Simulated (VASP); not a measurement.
# Al (Im-3m) in VASP: notebook

One crystal, Al, is run at these levels: PBEsol; tasks: relaxation of cell and atoms, single point.

Program: VASP 6.6.1. These are calculated values, not measurements. Logs are shortened: lines on timing, memory, paths and dates and some standing lists are left out, and cuts for length are marked.

## 1. The structure

The structure is cubic, space group Im-3m (No. 229). Conventional cell: a = 3.214 Å, b = 3.214 Å, c = 3.214 Å, α = 90.00°, β = 90.00°, γ = 90.00°. Al (site symmetry m-3m) has 8 Al at 2.78 Å as nearest neighbours.

This isn't the form of Al at room conditions, which is fcc.

## 2. Relaxation of cell and atoms, PBEsol

File INCAR:

```
PREC = Accurate
ENCUT = 300
EDIFF = 1E-7
ISMEAR = 0
SIGMA = 0.1
LREAL = F
LASPH = T
NELM = 100
ALGO = Normal
ISIF = 3
LWAVE = F
LCHARG = F
GGA = PS
IBRION = 2
NSW = 90
EDIFFG = -0.005
```

File KPOINTS:

```
regular mesh
0
Gamma
  18 18 18
```

File POSCAR:

```
Al
1.0
   -1.6070005800      1.6070005800      1.6070005800
    1.6070005800     -1.6070005800      1.6070005800
    1.6070005800      1.6070005800     -1.6070005800
Al
1
Direct
    0.0000000000      0.0000000000      0.0000000000
```

Potentials or basis: VASP PAW PBE potentials, release 64 (Al).

Command:

```sh
> cat potpaw_PBE.64/Al/POTCAR > POTCAR
> mpirun -np 1 vasp_std > vasp.out
```

OUTCAR:

```text
PREC = Accurate
   ENCUT = 300
   EDIFF = 1E-7
   ISMEAR = 0
   LREAL = F
   LASPH = T
   NELM = 100
   ISIF = 3
   GGA = PS
   IBRION = 2
   NSW = 90
   EDIFFG = -0.005

 ion  position               nearest neighbor table
   1  0.000  0.000  0.000-

  LATTYP: Found a body centered cubic cell.
 ALAT       =     3.2140011600

  Lattice vectors:

 A1 = (  -1.6070005800,   1.6070005800,   1.6070005800)
 A2 = (   1.6070005800,  -1.6070005800,   1.6070005800)
 A3 = (   1.6070005800,   1.6070005800,  -1.6070005800)

Analysis of symmetry for initial positions (statically):
=====================================================================
 Subroutine PRICEL returns:
 Original cell was already a primitive cell.

 Routine SETGRP: Setting up the symmetry group for a
 body centered cubic supercell.

 Subroutine GETGRP returns: Found 48 space group operations
 (whereof 48 operations were pure point group operations)
 out of a pool of 48 trial point group operations.

The static configuration has the point symmetry O_h .

Analysis of symmetry for dynamics (positions and initial velocities):
=====================================================================
 Subroutine PRICEL returns:
 Original cell was already a primitive cell.

 Routine SETGRP: Setting up the symmetry group for a
 body centered cubic supercell.

 Subroutine GETGRP returns: Found 48 space group operations
 (whereof 48 operations were pure point group operations)
 out of a pool of 48 trial point group operations.

The dynamic configuration has the point symmetry O_h .

 Subroutine INISYM returns: Found 48 space group operations
 (whereof 48 operations are pure point group operations),
 and found     1 'primitive' translations

----------------------------------------------------------------------------------------

                                     Primitive cell

  volume of cell :      16.6000

  direct lattice vectors                    reciprocal lattice vectors
    -1.607000580  1.607000580  1.607000580     0.000000000  0.311138656  0.311138656
     1.607000580 -1.607000580  1.607000580     0.311138656  0.000000000  0.311138656
     1.607000580  1.607000580 -1.607000580     0.311138656  0.311138656  0.000000000

  length of vectors
     2.783406652  2.783406652  2.783406652     0.440016507  0.440016507  0.440016507

  position of ions in fractional coordinates (direct lattice)
     0.000000000  0.000000000  0.000000000

  ion indices of the primitive-cell ions
   primitive index   ion index
                 1           1

----------------------------------------------------------------------------------------

 KPOINTS: regular mesh

Automatic generation of k-mesh.
 Grid dimensions read from file:
 generate k-points for:   18   18   18

 Generating k-lattice:

  Cartesian coordinates                     Fractional coordinates (reciprocal lattice)
     0.000000000  0.017285481  0.017285481     0.055555556  0.000000000  0.000000000
     0.017285481  0.000000000  0.017285481     0.000000000  0.055555556  0.000000000
     0.017285481  0.017285481  0.000000000     0.000000000  0.000000000  0.055555556

  Length of vectors
     0.024445361  0.024445361  0.024445361

  Shift w.r.t. Gamma in fractional coordinates (k-lattice)
     0.000000000  0.000000000  0.000000000

 Subroutine IBZKPT returns following result:
 ===========================================

 Found    195 irreducible k-points:

 Following reciprocal coordinates:
            Coordinates               Weight
  0.000000  0.000000  0.000000      1.000000
  0.055556  0.000000  0.000000     12.000000
  0.111111  0.000000  0.000000     12.000000
  0.166667  0.000000  0.000000     12.000000
  0.222222  0.000000  0.000000     12.000000
  0.277778  0.000000  0.000000     12.000000
[... 16 lines left out ...]
  0.333333  0.111111  0.000000     48.000000
  0.388889  0.111111  0.000000     48.000000
 [... further k-points ...]
   k-points           NKPTS =    195   k-points in BZ     NKDIM =    195   number of bands    NBANDS=      5
   number of dos      NEDOS =    301   number of ions     NIONS =      1
   total plane-waves  NPLWV =   4096
   dimension x,y,z NGX =    16 NGY =   16 NGZ =   16
   dimension x,y,z NGXF=    32 NGYF=   32 NGZF=   32
   ions per type =               1
   NGX,Y,Z   is equivalent  to a cutoff of   9.56,  9.56,  9.56 a.u.
   NGXF,Y,Z  is equivalent  to a cutoff of  19.11, 19.11, 19.11 a.u.
 SYSTEM =  unknown system
   PREC   = accura    normal or accurate (medium, high low for compatibility)
   ISTART =      0    job   : 0-new  1-cont  2-samecut
   ICHARG =      2    charge: 1-file 2-atom 10-const
   ISPIN  =      1    spin polarized calculation?
   LNONCOLLINEAR =      F non collinear calculations
   LSORBIT =      F    spin-orbit coupling
   LASPH  =      T    aspherical Exc in radial PAW
   ENCUT  =  300.0 eV  22.05 Ry    4.70 a.u.   3.93  3.93  3.93*2*pi/ulx,y,z
   NELM   =    100;   NELMIN=  2; NELMDL= -5     # of ELM steps
   EDIFF  = 0.1E-06   stopping-criterion for ELM
   LREAL  =      F    real-space projection
   EDIFFG = -.5E-02   stopping-criterion for IOM
   NSW    =     90    number of steps for IOM
   IBRION =      2    ionic relax: 0-MD 1-quasi-New 2-CG
   NFREE  =      1    steps in history (QN), initial steepest desc. (CG)
   ISIF   =      3    stress and relaxation
   ISYM   =      2    0-nonsym 1-usesym 2-fastsym
   POTIM  = 0.5000    time-step for ionic-motion
   TEBEG  =    0.0;   TEEND  =   0.0 temperature during run
   PSTRESS=    0.0 pullay stress
   NELECT =       3.0000    total number of electrons
   NUPDOWN=      -1.0000    fix difference up-down
   EMIN   =  10.00;   EMAX   =-10.00  energy-range for DOS
   EFERMI =   0.00;   METHOD = LEGACY
   ISMEAR =     0;   SIGMA  =   0.10  broadening in eV -4-tet -1-fermi 0-gaus
   EFERMI_NEDOS =   21; number of points for ismear=-14 and -15
   IALGO  =     38    algorithm
   IMIX   =      4    mixing-type and parameters
     AMIX     =   0.40;   BMIX     =  1.00
     AMIX_MAG =   1.60;   BMIX_MAG =  1.00
  volume/ion in A,a.u.               =      16.60       112.02
  Fermi-wavevector in a.u.,A,eV,Ry     =   0.925577  1.749087 11.656013  0.856693
  Thomas-Fermi vector in A             =   2.051446
   LORBIT       =      0    0 simple, 1 ext, 2 COOP (PROOUT), +10 PAW based schemes
   GGA     = PS    functional components
   LHFCALC =     F    Hartree Fock is set to
   AEXX    =    0.0000 exact exchange contribution
   IVDW    =     0    specifies the selected vdW correction
   LEPSILON=     F    determine dielectric tensor
   LRPA    =     F    only Hartree local field effects (RPA)
 conjugate gradient relaxation of ions
 non-spin polarized calculation
 Gauss-broadening in eV      SIGMA  =   0.10
  energy-cutoff  :      300.00
  volume of cell :       16.60
 maximum number of plane-waves:       208
   NGX =  7   NGY =  7   NGZ =  7

 number of electron       3.0000000 magnetization

 Free energy of the ion-electron system (eV)
  ---------------------------------------------------
  ext. energy  EPLUGINS =         0.00000000
  ---------------------------------------------------
  free energy    TOTEN  =        -3.99270405 eV

  energy without entropy =       -3.99100942  energy(sigma->0) =       -3.99185674

 E-fermi :   7.9011     XC(G=0): -10.2384

 val. band max:        7.8576724841   @ k =  -0.3889  -0.4444   0.2222
 cond. band min:       7.9041865945   @ k =   0.2778   0.1667   0.0556
 fundamental gap:      0.0465141104
 Fermi energy:         7.9011126308

 k-point     1 :       0.0000    0.0000    0.0000
  band No.  band energies     occupation
      1      -3.1953      2.00000
      2      21.1288      0.00000
      3      21.1288      0.00000
      4      21.1288      0.00000
      5      22.4813      0.00000

 k-point     2 :       0.0556    0.0000    0.0000
  band No.  band energies     occupation
      1      -3.1068      2.00000
      2      19.9494      0.00000
      3      20.4141      0.00000
      4      20.7588      0.00000
      5      22.1146      0.00000

 k-point     3 :       0.1111    0.0000    0.0000
  band No.  band energies     occupation
      1      -2.8416      2.00000
      2      17.8231      0.00000
      3      19.4169      0.00000
      4      19.9441      0.00000
      5      21.3211      0.00000

 k-point     4 :       0.1667    0.0000    0.0000
  band No.  band energies     occupation
      1      -2.4008      2.00000
      2      15.5267      0.00000
      3      18.5132      0.00000
      4      19.0392      0.00000
      5      20.4629      0.00000

 k-point     5 :       0.2222    0.0000    0.0000
  band No.  band energies     occupation
      1      -1.7860      2.00000
      2      13.2678      0.00000
      3      17.7445      0.00000
      4      18.1968      0.00000
      5      19.6793      0.00000

 k-point     6 :       0.2778    0.0000    0.0000
  band No.  band energies     occupation
      1      -0.9993      2.00000
      2      11.1086      0.00000
      3      17.1151      0.00000
      4      17.4768      0.00000
      5      19.0174      0.00000
[... 113 lines left out ...]
 k-point    21 :       0.2222    0.1111    0.0000
  band No.  band energies     occupation
      1      -0.7380      2.00000
      2      11.3351      0.00000
      3      14.2002      0.00000
      4      17.0019      0.00000
      5      20.4463      0.00000

 k-point    22 :       0.2778    0.1111    0.0000
  band No.  band energies     occupation
      1       0.2156      2.00000
      2       9.3119      0.00000
      3      13.6438      0.00000
      4      16.4829      0.00000
      5      19.9295      0.00000

 k-point    23 :       0.3333    0.1111    0.0000
  band No.  band energies     occupation
      1       1.3340      2.00000
      2       7.4236      2.00000
      3      13.2452      0.00000
      4      16.1084      0.00000
      5      19.5512      0.00000

 k-point    24 :       0.3889    0.1111    0.0000
  band No.  band energies     occupation
      1       2.6094      2.00000
      2       5.6839      2.00000
      3      13.0054      0.00000
      4      15.8822      0.00000
      5      19.3211      0.00000

 [... further k-points ...]
[... 5 lines left out ...]
  --------------------------------------------------------------------------------------
  -------------------------------------------------------------------------------------
  Total       -0.0032096     -0.0032096     -0.0032096     -0.0000000     -0.0000000     -0.0000000
  in kB       -0.3097822     -0.3097822     -0.3097822     -0.0000000     -0.0000000     -0.0000000
  external PRESSURE =      -0.3097822 kB  Pullay stress =       0.0000000 kB

 VOLUME and BASIS-vectors are now :
 -----------------------------------------------------------------------------
  energy-cutoff  :      300.00
  volume of cell :       16.60
      direct lattice vectors                 reciprocal lattice vectors
    -1.607000580  1.607000580  1.607000580     0.000000000  0.311138656  0.311138656
     1.607000580 -1.607000580  1.607000580     0.311138656  0.000000000  0.311138656
     1.607000580  1.607000580 -1.607000580     0.311138656  0.311138656  0.000000000

 POSITION                                       TOTAL-FORCE (eV/Angst)
 -----------------------------------------------------------------------------------
      0.00000      0.00000      0.00000        -0.000000      0.000000     -0.000000
 -----------------------------------------------------------------------------------
    total drift:                                0.000000     -0.000000     -0.000000

  FREE ENERGIE OF THE ION-ELECTRON SYSTEM (eV)
  ---------------------------------------------------
  free  energy   TOTEN  =        -3.9927040460 eV

  energy  without entropy=       -3.9910094242  energy(sigma->0) =       -3.99185674

 reached required accuracy - stopping structural energy minimisation
```

Wall time 4.1 s (1 thread of Intel Xeon Platinum 8559C (Emerald Rapids), shared host); peak memory 0.11 GiB.

Results:

- Free energy: -3.9927 eV
- Pressure after relaxing: 0.0 GPa
- Band gap on the k mesh: none (metal or under the smearing width)

Final structure:
```
CELL_PARAMETERS angstrom
-1.60700 1.60700 1.60700
1.60700 -1.60700 1.60700
1.60700 1.60700 -1.60700
ATOMIC_POSITIONS crystal
Al 0.00000 0.00000 0.00000
```

Caveat: the relaxation stopped at its first step, so nothing moved; the PAW data sets were made with another functional, which shifts forces and pressure a little.

[end of part 1 of 2]
